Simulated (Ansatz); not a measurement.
Crystal: CoPdO2.

```
Pd Co O
1.0
     1.43169    0.82659    5.95777
    -1.43169    0.82659    5.95777
     0.00000   -1.65317    5.95777
Pd Co O
1 1 2
Direct
  0.00000 0.00000 0.00000
  0.50000 0.50000 0.50000
  0.11248 0.11248 0.11248
  0.88752 0.88752 0.88752
```

The cell is a database's computed one.

Base run:

```yaml
Program: Ansatz 0.2.0
Functional: PBE
Potentials_or_basis: Ansatz PAW
Cutoff: "420 eV (not typed: the program's choice for these potentials)"
k_mesh: 9 × 9 × 9
Occupations: fermi-dirac, width 0.05 eV
Spin: collinear spin, ferromagnetic start
Starting_moments: "[0.0, 2.5, 0.0, 0.0] μB"
Fixed_moment: 2.5 μB
```

Its results: pressure 11.9 GPa; site moments Pd +0.21; Co +1.81; O +0.14 μB; largest force 1.069 eV/Å.

**Question.** After a change of settings the same cell gave: pressure 8.9 GPa; site moments Pd +0.23; Co +1.42; O +0.09 μB; largest force 0.553 eV/Å. Which change was it?
A. fixed moment from 2.5 μB to 2 μB; moments at the start from [0.0, 2.5, 0.0, 0.0] to [0.0, 2.0, 0.0, 0.0]
B. fixed moment from 2.5 μB to 4 μB; moments at the start from [0.0, 2.5, 0.0, 0.0] to [0.0, 4.0, 0.0, 0.0]
C. fixed moment from 2.5 μB to 3 μB; moments at the start from [0.0, 2.5, 0.0, 0.0] to [0.0, 3.0, 0.0, 0.0]
D. fixed moment from 2.5 μB to 1.5 μB; moments at the start from [0.0, 2.5, 0.0, 0.0] to [0.0, 1.5, 0.0, 0.0]

**Answer.** A.

Caveats: the total moment is fixed, so each spin has its own Fermi level; a cell with one magnetic atom can't hold antiferromagnetic order, which such compounds often take; the thresholds are loose for stress; forces of over 1 eV/Å show positions far from the minimum, so gaps and moduli don't describe the material at rest (some runs).
